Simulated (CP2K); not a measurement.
Crystal: Ta.

```
CELL_PARAMETERS angstrom
2.90037 0.00000 0.00000
-1.45019 2.51180 0.00000
0.00000 0.00000 5.16627
ATOMIC_POSITIONS crystal
Ta 0.33333 0.66667 0.25000
Ta 0.66667 0.33333 0.75000
```

This isn't the form of Ta at room conditions, which is bcc.

Base run:

```yaml
Program: CP2K 2026.2
Functional: HLE16
Potentials_or_basis: POTENTIAL_UZH Ta GTH-PBE-q13; TZVP-MOLOPT-PBE-GTH basis
Density_cutoff: 9184 eV
k_mesh: 11 × 11 × 5
Occupations: fermi-dirac, width 0.05 eV
Spin: no spin polarisation
```

Its results: band gap on the k mesh none (metal or under the smearing width); pressure -40.6 GPa; largest force 0.022 eV/Å.

**Question.** The run is repeated on the same cell with these changes: functional from HLE16 to HLE17. What comes out?

**Answer.** Band gap on the k mesh none (metal or under the smearing width); pressure -23.8 GPa; largest force 0.003 eV/Å.

Caveats: the potentials were made for a functional far from this one; the potentials were made for another functional, which shifts forces and pressure; the basis of atomic orbitals isn't converged, which shifts pressures, moduli and gaps; the cell as given lies far from equilibrium (some runs); spin-orbit coupling is left out, which moves the levels of the heavy elements (some runs).
